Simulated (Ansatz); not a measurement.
CaS (Fm-3m) from LDA to hybrids

All numbers come from the plane-wave code Ansatz. (Simulation; spin polarisation is off.)

A 2-atom cell of CaS started from a crystallographic database, relaxed with r2SCAN. Space group Fm-3m (No. 225), cubic; a = 5.696 Å in the conventional setting, 23.10 Å³ an atom. Around Ca lie 6 S at 2.85 Å; around S lie 6 Ca at 2.85 Å.

```
Ca S
1.0
     0.00000    2.84794    2.84794
     2.84794    0.00000    2.84794
     2.84794    2.84794    0.00000
Ca S
1 1
Direct
  0.00000 0.00000 0.00000
  0.50000 0.50000 0.50000
```

Relaxed lattice by functional, symmetry kept:

| functional | k mesh | a (Å) | volume (Å³/atom) |
| --- | --- | --- | --- |
| PBE | 8×8×8 | 5.712 | 23.30 |
| r2SCAN | 8×8×8 | 5.696 | 23.10 |
| PBEsol | 8×8×8 | 5.633 | 22.34 |
| LDA | 8×8×8 | 5.565 | 21.54 |
| HSE06 | 6×6×6 | 5.699 | 23.13 |

Band edges at fixed r2SCAN geometry:
```json
{"level": "LDA", "k mesh": "8×8×8", "gap (eV)": "2.15", "kind": "indirect", "edges": "Γ → X", "least direct gap (eV)": "2.97", "rough cost": "1.6 core-seconds"}
{"level": "PBE", "k mesh": "8×8×8", "gap (eV)": "2.36", "kind": "indirect", "edges": "Γ → X", "least direct gap (eV)": "3.17", "rough cost": "2.5 core-seconds"}
{"level": "r2SCAN", "k mesh": "8×8×8", "gap (eV)": "2.80", "kind": "indirect", "edges": "Γ → X", "least direct gap (eV)": "3.63", "rough cost": "3 core-seconds"}
{"level": "r2SCANh", "k mesh": "6×6×6", "gap (eV)": "3.43", "kind": "indirect", "edges": "Γ → X", "least direct gap (eV)": "4.30", "rough cost": "80 core-seconds"}
{"level": "HSE06", "k mesh": "6×6×6", "gap (eV)": "3.41", "kind": "indirect", "edges": "Γ → X", "least direct gap (eV)": "4.32", "rough cost": "70 core-seconds"}
{"level": "DDH-PBE0", "k mesh": "6×6×6", "gap (eV)": "3.75", "kind": "indirect", "edges": "Γ → X", "least direct gap (eV)": "4.66", "rough cost": "80 core-seconds"}
{"level": "PBE0", "k mesh": "6×6×6", "gap (eV)": "4.11", "kind": "indirect", "edges": "Γ → X", "least direct gap (eV)": "5.04", "rough cost": "70 core-seconds"}
{"level": "r2SCAN0", "k mesh": "6×6×6", "gap (eV)": "4.38", "kind": "indirect", "edges": "Γ → X", "least direct gap (eV)": "5.32", "rough cost": "80 core-seconds"}
{"level": "G0W0@PBE (137 empty bands, 120 eV, 4×4×4)", "k mesh": "4×4×4", "gap (eV)": "4.07", "kind": "–", "edges": "Γ → X (mesh)", "least direct gap (eV)": "–", "rough cost": "14 core-seconds"}
{"level": "G0W0@PBE (342 empty bands, 220 eV, 4×4×4)", "k mesh": "4×4×4", "gap (eV)": "4.18", "kind": "–", "edges": "Γ → X (mesh)", "least direct gap (eV)": "–", "rough cost": "100 core-seconds"}
```
PBE: smearing of 0.02 eV; the others have fixed occupations.
Wave cutoffs: 420 eV, 500 eV (r2SCAN, r2SCANh, r2SCAN0).
The G0W0 gap is PBE's gap over the path plus the quasiparticle shift read on the mesh. G0W0 here is at a finite number of bands, screening cutoff and k mesh, not at the basis limit.
Costs come from shared machines and give only the order; PBE's includes the band path. The runs had 2 threads of Arm Neoverse V1, on a shared host.

With HSE06 the valence top lies at Γ and the conduction bottom at X, 3.41 eV higher; the smallest vertical gap, at X, is 4.32 eV.

Taking G0W0@PBE (342 empty bands, 220 eV, 4×4×4), 4.18 eV, as the yardstick (a computed one, not at the basis limit), PBE0 comes nearest, -0.07 eV off, at about 21 times r2SCAN's cost; G0W0 itself took about 30 times r2SCAN's cost. The others: r2SCAN0 +0.20, DDH-PBE0 -0.43, r2SCANh -0.75, HSE06 -0.77, r2SCAN -1.38, PBE -1.82, LDA -2.03 eV. The yardstick still moved by +0.11 eV in its last step of bands and cutoff, so this order can change. r2SCAN covers 42 % of the step from PBE to HSE06, while HSE06 needs about 21 times r2SCAN's cost (on a coarser mesh). All these functionals give a gap of the same kind, indirect.

r2SCAN (ground state on 6×6×6): ε∞: 4.59 in all directions. Born charges, averaged over directions: Ca +2.33, S -2.33 e. PBE (ground state on 6×6×6): The electronic dielectric tensor ε∞ is 5.00 in all directions. Born charges, averaged over directions: Ca +2.36, S -2.36 e.

The meshes of the hybrids are coarse, so their gaps aren't converged to the digits shown.
